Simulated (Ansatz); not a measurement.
# Blue phosphorene bilayer (AA') in a perpendicular field, part 3 of 4

Aim: how the blue phosphorene bilayer (AA') screens a field along its normal, and what the field does to its bands. A positive field points along +c.

Ansatz 0.2.0; plane-wave DFT, PBE-D3(BJ), Ansatz PAW (the session's first sound run).

So far, gap along the path (eV): step 3 (single point, field 0) 1.49; step 5 (field -0.03 V/Å) 1.48; step 6 (field 0.15 V/Å) 1.44; step 7 (field 0.25 V/Å) 1.37; step 8 (field -0.25 V/Å) 1.37.

**9. Response, atoms held**

This step: plane-wave DFT, PBE-D3(BJ), Ansatz PAW; response to a field along the normal, atoms held (Ansatz 0.2.0).

The dipoles give the slope, and the difference of two potentials shows where the field is screened.

This step gave:

```
equivalent conductor thickness p/(ε₀AE) : 7.557 Å
distance between the outer atoms        : 6.413 Å
```

Table of dipole of the cell by applied field:

| applied field (V/Å) | dipole of the cell (e·Å) |
| --- | --- |
| -0.250 | -0.0956 |
| -0.030 | -0.0115 |
| 0.000 | -4.7e-7 |
| 0.030 | 0.0115 |
| 0.150 | 0.0573 |
| 0.250 | 0.0956 |

Local field over the applied field, running mean. From the potentials at -0.03 and 0.03 V/Å; running mean over 2.5 Å. Local field over applied field against z:

| z (Å) | local field over applied field |
| --- | --- |
| 4.5 | 0.998 |
| 5.0 | 0.993 |
| 5.5 | 0.981 |
| 6.0 | 0.950 |
| 6.5 | 0.883 |
| 7.0 | 0.759 |
| 7.5 | 0.593 |
| 8.0 | 0.416 |
| 8.5 | 0.245 |
| 9.0 | 0.117 |
| 9.5 | 0.0585 |
| 10.0 | 0.0732 |
| 10.5 | 0.157 |
| 11.0 | 0.288 |
| 11.5 | 0.409 |
| 12.0 | 0.479 |
| 12.5 | 0.472 |
| 13.0 | 0.391 |
| 13.5 | 0.264 |
| 14.0 | 0.138 |
| 14.5 | 0.0652 |
| 15.0 | 0.0640 |
| 15.5 | 0.135 |
| 16.0 | 0.273 |
| 16.5 | 0.447 |
| 17.0 | 0.623 |
| 17.5 | 0.785 |
| 18.0 | 0.898 |
| 18.5 | 0.958 |
| 19.0 | 0.984 |
| 19.5 | 0.994 |
| 20.0 | 0.998 |

Electrons, planar mean, per unit field. Table of induced electron density by z:

z (Å), induced electron density (e/Å³ per V/Å) and a bar from the least value:
```
        5    0.00003 #############
        6    0.00025 ##############
        7    0.00143 ####################
        8    0.00341 ##############################
        9    0.00088 #################
       10   -0.00085 #########
       11   -0.00260 
       12   -0.00089 #########
       13    0.00301 ############################
       14    0.00051 ################
       15   -0.00062 ##########
       16   -0.00184 ####
       17   -0.00253 
       18   -0.00053 ##########
       19   -0.00008 #############
       20   -0.00001 #############
```

The smaller of the gaps on the path and on the k-mesh, counted as 0 under 0.03 eV. Table of gap by applied field:

| applied field (V/Å) | gap (eV) |
| --- | --- |
| -0.250 | 1.37 |
| -0.030 | 1.48 |
| 0.000 | 1.49 |
| 0.030 | 1.48 |
| 0.150 | 1.44 |
| 0.250 | 1.37 |

By hand: between -0.03 and 0.03 V/Å the dipole changes by 0.02293 e·Å, a slope of 0.3821 e·Å²/V. A perfect conductor of thickness t has p = ε₀AEt, so t = 180.95 × 0.3821 / 9.150 = 7.56 Å (e/ε₀ = 180.95 V·Å, A in Å²).

The induced dipole is that of a conductor 7.56 Å thick.

**10. Same geometry, cutoff 420 eV, functional LDA**

This step: plane-wave DFT, LDA, Ansatz PAW (Ansatz 0.2.0).

The geometry is kept and the functional is LDA; other changes against the main runs: SCF threshold 1.0e-10 → 1.0e-09 eV, k-mesh 18×18×1 → 6×6×1 and no dispersion term, which doesn't act on the electrons.

The input, input.yaml:

```yaml
crystal:
  lattice:
    - [3.2504088881, 0.0, 0.0]
    - [-1.625204444, 2.8149366698, 0.0]
    - [0.0, 0.0, 24.4128260518]
  atoms:
    - { symbol: P, position: [0.6666666667, 0.3333333333, 0.3686586707] }
    - { symbol: P, position: [0.3333333333, 0.6666666667, 0.4197043849] }
    - { symbol: P, position: [0.3333333333, 0.6666666667, 0.5802956151] }
    - { symbol: P, position: [0.6666666667, 0.3333333333, 0.6313413293] }
kpoints:
  mp_grid: { grid: [6, 6, 1] }
hamiltonian:
  xc: lda
scf:
  occupations: { method: fermi_dirac, width: 0.02585 }
  convergence: { dr2_threshold: 1.0e-09 }
efield:
  axis: 3
  dipole_correction: true
  ramp_position: 0.97
  ramp_width: 0.06
  amplitude: 0.1
output:
  write_potential: true
  write_density: true
  volumetric_format: npy
```

Started as:

```console
> ansatz run input.yaml --threads 2 --pin off --max-ram 3072MiB --backend cpu --events-out ev --progress --plain --runs-dir out
```

Numbers of over 12 decimals in the logs are rounded to 6 here.

The log of the run:

```text
[...]
Crystal: 4 atoms, lattice volume = 223.370 Å³
Basis set: ecut = 420 eV, 4449 PW (Γ)
Bands: 14, of which v1, the nominal top of the filled ones, is band 10 counted from 1 (9 counted from 0)
Symmetry: 6 space group operations
k-points: 7 of 36 (time reversal used)
[...]
SCF iter   1: F=—  HF=-2903.662157 eV  |F-HF|=—  |Δ(HF+E_count)|=         —  Δρ=2.26e-2  dr2=9.06e-1  ethr=3.10e-3  p=0.045 e·Å  D=3.63e-2 V/Å  ΔV_dip=-0.89 eV  dr2_dipole=2.05e-4  V_vac-E_F(+/−)=6.54/5.22 eV  ⟨swp⟩=9.7  Hψ=852  notcnv=0
[...]
SCF iter  11: F=-2903.352906 eV  HF=-2903.352906 eV  |F-HF|=7.96e-11  |Δ(HF+E_count)|=   1.80e-9  Δρ=3.90e-7  dr2=2.97e-10  ethr=5.00e-12  p=0.039 e·Å  D=3.14e-2 V/Å  ΔV_dip=-0.77 eV  dr2_dipole=1.49e-12  V_vac-E_F(+/−)=6.05/4.61 eV  ⟨swp⟩=3.7  Hψ=451  notcnv=0
SCF 1 converged in 11 iterations: F = -2903.352906 eV  dr2 = 2.97e-10
[...]
SCF converged after 11 iterations
Free energy (F): -2903.352906 eV
[...]
Internal energy: -2903.352906 eV  (E = F + TS)
E sigma→0 (E₀):  -2903.352906 eV
Fermi energy:    -1.110550 eV
Dipole field:    D = 0.031436 V/Å  (p = 0.038806 e·Å, saw-weighted, corrected)
Work function:   not extracted (applied field tilts the vacuum); planar V_es + V_field profile in the machine report
[...]
--- Band table (eV; the first three rows and the last of 7) ---
  k-point 0: bands = [... 6 lower, -2.2011, -2.1236, -2.0720, -2.0720, 1.7038, 1.7915, 1.7915, 1.8589]
  k-point 1: bands = [... 6 lower, -3.0131, -2.8839, -2.8162, -1.9037, 0.7437, 0.8995, 2.7611, 2.9008]
  k-point 2: bands = [... 6 lower, -4.0326, -3.9034, -2.6303, -2.1311, -0.4301, -0.0916, 1.6510, 2.1593]
  k-point 6: bands = [... 6 lower, -4.1075, -3.9209, -3.7606, -3.6049, -0.2763, 0.0700, 2.8965, 2.9951]
```

The job ended after 2.2 s (2 threads of Arm Neoverse V2, shared host; peak memory 0.31 GiB; 3.3 s of CPU time).

Numbers from this step:

```
dipole along the normal : 0.03881 e·Å
```

The dipole is 0.0388 e·Å.

**11. Same geometry, cutoff 420 eV, functional LDA (run 2)**

The same run in the opposite field.

input.yaml: that of step 10 with these lines changed.

```diff
@@ -22,3 +22,3 @@
   ramp_width: 0.06
-  amplitude: 0.1
+  amplitude: -0.1
 output:
```

The log of the run:

```text
[...]
Crystal: 4 atoms, lattice volume = 223.370 Å³
Basis set: ecut = 420 eV, 4449 PW (Γ)
Bands: 14, of which v1, the nominal top of the filled ones, is band 10 counted from 1 (9 counted from 0)
Symmetry: 6 space group operations
k-points: 7 of 36 (time reversal used)
[...]
--- Band table (eV; the first three rows and the last of 7) ---
  k-point 0: bands = [... 6 lower, -2.2011, -2.1235, -2.0720, -2.0720, 1.7038, 1.7915, 1.7915, 1.8590]
  k-point 1: bands = [... 6 lower, -3.0131, -2.8839, -2.8162, -1.9037, 0.7437, 0.8995, 2.7611, 2.9008]
  k-point 2: bands = [... 6 lower, -4.0326, -3.9034, -2.6303, -2.1311, -0.4301, -0.0916, 1.6510, 2.1593]
  k-point 6: bands = [... 6 lower, -4.1075, -3.9209, -3.7606, -3.6049, -0.2763, 0.0700, 2.8965, 2.9951]
[key lines of the parts left out:]
SCF converged after 11 iterations
Free energy (F): -2903.352906 eV
Fermi energy:    -1.110546 eV
Dipole field:    D = -0.031435 V/Å  (p = -0.038804 e·Å, saw-weighted, corrected)
```

Run time: 2 s. Hardware: 2 threads; peak memory 0.31 GiB; 3.3 s of CPU time.

The dipole is -0.0388 e·Å.

**12. Response at this level**

This step: plane-wave DFT, LDA, Ansatz PAW; response to a field along the normal, atoms held (Ansatz 0.2.0).

The two signs of the field give the slope at this level.

This step gave:

```yaml
equivalent_conductor_thickness_p_eps_0ae: 7.674 Å
```

The induced dipole is that of a conductor 7.67 Å thick.

**13. Same geometry, cutoff 420 eV, functional PBE**

This step: plane-wave DFT, PBE, Ansatz PAW (Ansatz 0.2.0).

The geometry is kept and the functional is PBE; other changes against the main runs: SCF threshold 1.0e-10 → 1.0e-09 eV, k-mesh 18×18×1 → 6×6×1 and no dispersion term, which doesn't act on the electrons.

input.yaml: that of step 11 with these lines changed.

```diff
@@ -13,3 +13,3 @@
 hamiltonian:
-  xc: lda
+  xc: pbe
 scf:
@@ -22,3 +22,3 @@
   ramp_width: 0.06
-  amplitude: -0.1
+  amplitude: 0.1
 output:
```

The log of the run:

```text
[...]
Crystal: 4 atoms, lattice volume = 223.370 Å³
Basis set: ecut = 420 eV, 4449 PW (Γ)
Bands: 14, of which v1, the nominal top of the filled ones, is band 10 counted from 1 (9 counted from 0)
Symmetry: 6 space group operations
k-points: 7 of 36 (time reversal used)
[...]
--- Band table (eV; the first three rows and the last of 7) ---
  k-point 0: bands = [... 6 lower, -2.0151, -1.9204, -1.8789, -1.8789, 2.0096, 2.0096, 2.0306, 2.1487]
  k-point 1: bands = [... 6 lower, -2.8277, -2.6913, -2.5813, -1.7150, 1.0017, 1.1620, 2.9826, 3.1287]
  k-point 2: bands = [... 6 lower, -3.8492, -3.7128, -2.4524, -1.9669, -0.1274, 0.1931, 1.9514, 2.4331]
  k-point 6: bands = [... 6 lower, -3.9352, -3.7531, -3.5893, -3.4388, 0.0099, 0.3416, 3.2099, 3.2869]
[key lines of the parts left out:]
SCF converged after 11 iterations
Free energy (F): -3022.556541 eV
Fermi energy:    -0.877292 eV
Dipole field:    D = 0.031039 V/Å  (p = 0.038315 e·Å, saw-weighted, corrected)
```

It took 2.2 s on 2 threads; peak memory 0.33 GiB; 3.4 s of CPU time.

The dipole is 0.0383 e·Å.

**14. Same geometry, cutoff 420 eV, functional PBE (run 2)**

The same run in the opposite field.

input.yaml: that of step 13 with these lines changed.

```diff
@@ -22,3 +22,3 @@
   ramp_width: 0.06
-  amplitude: 0.1
+  amplitude: -0.1
 output:
```

The log of the run:

```text
[...]
Crystal: 4 atoms, lattice volume = 223.370 Å³
Basis set: ecut = 420 eV, 4449 PW (Γ)
Bands: 14, of which v1, the nominal top of the filled ones, is band 10 counted from 1 (9 counted from 0)
Symmetry: 6 space group operations
k-points: 7 of 36 (time reversal used)
[...]
--- Band table (eV; the first three rows and the last of 7) ---
  k-point 0: bands = [... 6 lower, -2.0151, -1.9204, -1.8789, -1.8789, 2.0096, 2.0096, 2.0306, 2.1487]
  k-point 1: bands = [... 6 lower, -2.8277, -2.6913, -2.5813, -1.7150, 1.0017, 1.1619, 2.9827, 3.1287]
  k-point 2: bands = [... 6 lower, -3.8492, -3.7128, -2.4524, -1.9669, -0.1274, 0.1931, 1.9514, 2.4331]
  k-point 6: bands = [... 6 lower, -3.9352, -3.7530, -3.5893, -3.4388, 0.0099, 0.3416, 3.2099, 3.2869]
[key lines of the parts left out:]
SCF converged after 11 iterations
Free energy (F): -3022.556541 eV
Fermi energy:    -0.877292 eV
Dipole field:    D = -0.031036 V/Å  (p = -0.038312 e·Å, saw-weighted, corrected)
```

The job ended after 2.1 s (2 threads; peak memory 0.32 GiB).

The dipole is -0.0383 e·Å.

**15. Response at this level**

This step: plane-wave DFT, PBE, Ansatz PAW; response to a field along the normal, atoms held (Ansatz 0.2.0).

The induced dipole is that of a conductor 7.58 Å thick.

**16. Same geometry, cutoff 500 eV, functional r2SCAN**

This step: plane-wave DFT, r2SCAN, Ansatz PAW (Ansatz 0.2.0).

The geometry is kept and the functional is r2SCAN; other changes against the main runs: SCF threshold 1.0e-10 → 1.0e-09 eV, cutoff 420 → 500, k-mesh 18×18×1 → 6×6×1 and no dispersion term, which doesn't act on the electrons.

input.yaml: that of step 14 with these lines changed.

```diff
@@ -13,3 +13,3 @@
 hamiltonian:
-  xc: pbe
+  xc: r2scan
 scf:
@@ -22,3 +22,3 @@
   ramp_width: 0.06
-  amplitude: -0.1
+  amplitude: 0.1
 output:
```

The log of the run:

```text
[...]
Crystal: 4 atoms, lattice volume = 223.370 Å³
Basis set: ecut = 500 eV, 5615 PW (Γ), exchange–correlation on 96×96×720 points (64 copies of the dense FFT grid, shifted against one another)
Bands: 14, of which v1, the nominal top of the filled ones, is band 10 counted from 1 (9 counted from 0)
Symmetry: 6 space group operations
k-points: 7 of 36 (time reversal used)
[...]
--- Band table (eV; the first three rows and the last of 7) ---
  k-point 0: bands = [... 6 lower, -2.2414, -2.1133, -2.0995, -2.0995, 2.0502, 2.0502, 2.1952, 2.1952]
  k-point 1: bands = [... 6 lower, -3.0981, -2.9562, -2.8117, -1.9068, 1.0867, 1.2554, 3.0830, 3.2360]
  k-point 2: bands = [... 6 lower, -4.1774, -4.0353, -2.6820, -2.1628, -0.0638, 0.2738, 2.0773, 2.5860]
  k-point 6: bands = [... 6 lower, -4.2289, -4.0380, -3.8681, -3.6968, 0.0281, 0.3819, 3.3308, 3.4771]
[key lines of the parts left out:]
SCF converged after 11 iterations
Free energy (F): -3036.384202 eV
Fermi energy:    -0.944206 eV
Dipole field:    D = 0.030677 V/Å  (p = 0.037868 e·Å, saw-weighted, corrected)
```

Wall time 6.7 s (2 threads); peak memory 0.62 GiB.

The dipole is 0.0379 e·Å.

**17. Same geometry, cutoff 500 eV, functional r2SCAN (run 2)**

The same run in the opposite field.

input.yaml: that of step 16 with these lines changed.

```diff
@@ -22,3 +22,3 @@
   ramp_width: 0.06
-  amplitude: 0.1
+  amplitude: -0.1
 output:
```

The log of the run:

```text
[...]
Crystal: 4 atoms, lattice volume = 223.370 Å³
Basis set: ecut = 500 eV, 5615 PW (Γ), exchange–correlation on 96×96×720 points (64 copies of the dense FFT grid, shifted against one another)
Bands: 14, of which v1, the nominal top of the filled ones, is band 10 counted from 1 (9 counted from 0)
Symmetry: 6 space group operations
k-points: 7 of 36 (time reversal used)
[...]
--- Band table (eV; the first three rows and the last of 7) ---
  k-point 0: bands = [... 6 lower, -2.2413, -2.1133, -2.0995, -2.0995, 2.0502, 2.0502, 2.1952, 2.1952]
  k-point 1: bands = [... 6 lower, -3.0981, -2.9562, -2.8117, -1.9068, 1.0867, 1.2554, 3.0830, 3.2360]
  k-point 2: bands = [... 6 lower, -4.1773, -4.0353, -2.6820, -2.1629, -0.0638, 0.2738, 2.0773, 2.5860]
  k-point 6: bands = [... 6 lower, -4.2289, -4.0380, -3.8681, -3.6968, 0.0281, 0.3819, 3.3308, 3.4771]
[key lines of the parts left out:]
SCF converged after 11 iterations
Free energy (F): -3036.384202 eV
Fermi energy:    -0.944206 eV
Dipole field:    D = -0.030671 V/Å  (p = -0.037861 e·Å, saw-weighted, corrected)
```

Wall time 11 s (2 threads); peak memory 0.63 GiB; 12 s of CPU time.

The dipole is -0.0379 e·Å.

**18. Response at this level**

This step: plane-wave DFT, r2SCAN, Ansatz PAW; response to a field along the normal, atoms held (Ansatz 0.2.0).

The induced dipole is that of a conductor 7.49 Å thick.

**19. Same geometry, cutoff 420 eV, functional HSE06**

This step: plane-wave DFT, HSE06, Ansatz PAW (Ansatz 0.2.0).

The geometry is kept and the functional is HSE06; other changes against the main runs: SCF threshold 1.0e-10 → 1.0e-09 eV, k-mesh 18×18×1 → 6×6×1 and no dispersion term, which doesn't act on the electrons.

input.yaml: that of step 17 with these lines changed.

```diff
@@ -13,3 +13,3 @@
 hamiltonian:
-  xc: r2scan
+  xc: hse06
 scf:
@@ -22,3 +22,3 @@
   ramp_width: 0.06
-  amplitude: -0.1
+  amplitude: 0.1
 output:
```

The log of the run:

```text
[...]
Crystal: 4 atoms, lattice volume = 223.370 Å³
Basis set: ecut = 420 eV, 4449 PW (Γ)
Bands: 14, of which v1, the nominal top of the filled ones, is band 10 counted from 1 (9 counted from 0)
Symmetry: 6 space group operations
k-points: 7 of 36 (time reversal used)
[...]
k-point 0: bands = [... 6 lower, -2.4983, -2.4561, -2.3515, -2.3515, 2.4943, 2.4943]
  k-point 1: bands = [... 6 lower, -3.3752, -3.2283, -3.1729, -2.2305, 1.3803, 1.5564]
  k-point 2: bands = [... 6 lower, -4.5085, -4.3615, -3.0359, -2.4849, 0.1381, 0.4814]
  k-point 6: bands = [... 6 lower, -4.6714, -4.4615, -4.2880, -4.1104, 0.2541, 0.6214]
  guard bands above this table: 2 of the run's 14 bands. The solve was not asked for them (output.publish_guard_bands: true or output.eigenvalues: true publishes all)
[key lines of the parts left out:]
Free energy (F): -3024.325916 eV
Fermi energy:    -1.000705 eV
Dipole field:    D = 0.030430 V/Å  (p = 0.037563 e·Å, saw-weighted, corrected)
```

The job ended after 89 s (2 threads; peak memory 1.6 GiB; 62 s of CPU time).

A gap read on the k-mesh alone can miss the band edges.

The dipole is 0.0376 e·Å.

**20. Same geometry, cutoff 420 eV, functional HSE06 (run 2)**

The same run in the opposite field.

input.yaml: that of step 19 with these lines changed.

```diff
@@ -22,3 +22,3 @@
   ramp_width: 0.06
-  amplitude: 0.1
+  amplitude: -0.1
 output:
```

The log of the run:

```text
[...]
Crystal: 4 atoms, lattice volume = 223.370 Å³
Basis set: ecut = 420 eV, 4449 PW (Γ)
Bands: 14, of which v1, the nominal top of the filled ones, is band 10 counted from 1 (9 counted from 0)
Symmetry: 6 space group operations
k-points: 7 of 36 (time reversal used)
[...]
--- Band table (eV; the first three rows and the last of 7) ---
  k-point 0: bands = [... 6 lower, -2.4983, -2.4561, -2.3515, -2.3515, 2.4943, 2.4943]
  k-point 1: bands = [... 6 lower, -3.3752, -3.2283, -3.1729, -2.2305, 1.3803, 1.5564]
  k-point 2: bands = [... 6 lower, -4.5085, -4.3615, -3.0359, -2.4849, 0.1381, 0.4814]
  k-point 6: bands = [... 6 lower, -4.6714, -4.4615, -4.2880, -4.1104, 0.2541, 0.6214]
[...]
[key lines of the parts left out:]
Free energy (F): -3024.325916 eV
Fermi energy:    -1.000704 eV
Dipole field:    D = -0.030430 V/Å  (p = -0.037563 e·Å, saw-weighted, corrected)
```

Run time: 81 s. Hardware: 2 threads; peak memory 1.6 GiB; 63 s of CPU time.

The dipole is -0.0376 e·Å.

**21. Side by side**

Times are for 2 threads of Arm Neoverse V2, shared host. Results by setting:

| no. | functional | field | dipole along the normal (e·Å) | time | memory (GiB) |
| --- | --- | --- | --- | --- | --- |
| 1 | lda | 0.1 V/Å | 0.03881 | 2.2 s | 0.31 |
| 2 | lda | -0.1 V/Å | -0.03880 | 2 s | 0.31 |
| 3 | pbe | 0.1 V/Å | 0.03832 | 2.2 s | 0.33 |
| 4 | pbe | -0.1 V/Å | -0.03831 | 2.1 s | 0.32 |
| 5 | r2scan | 0.1 V/Å | 0.03787 | 6.7 s | 0.62 |
| 6 | r2scan | -0.1 V/Å | -0.03786 | 11 s | 0.63 |
| 7 | hse06 | 0.1 V/Å | 0.03756 | 89 s | 1.6 |
| 8 | hse06 | -0.1 V/Å | -0.03756 | 81 s | 1.6 |

**22. Response at this level**

This step: plane-wave DFT, HSE06, Ansatz PAW; response to a field along the normal, atoms held (Ansatz 0.2.0).

The induced dipole is that of a conductor 7.43 Å thick.

(Part 3 of 4 ends here.)

[Logs are printed without paths, hosts, clocks, repeated set-up lines and the standing remarks that a program may print on its own settings, such as how far it seeks lower states.]

[Hosts, paths, dates, database ids (printed as entryN), source tags and the programs' standing remarks are cut or masked in the printed files.]

[Maps of the electrostatic potential energy from Ansatz leave out the sawtooth potential of an applied field or a dipole correction, so their vacuum need not be flat; planar profiles and work functions include it.]
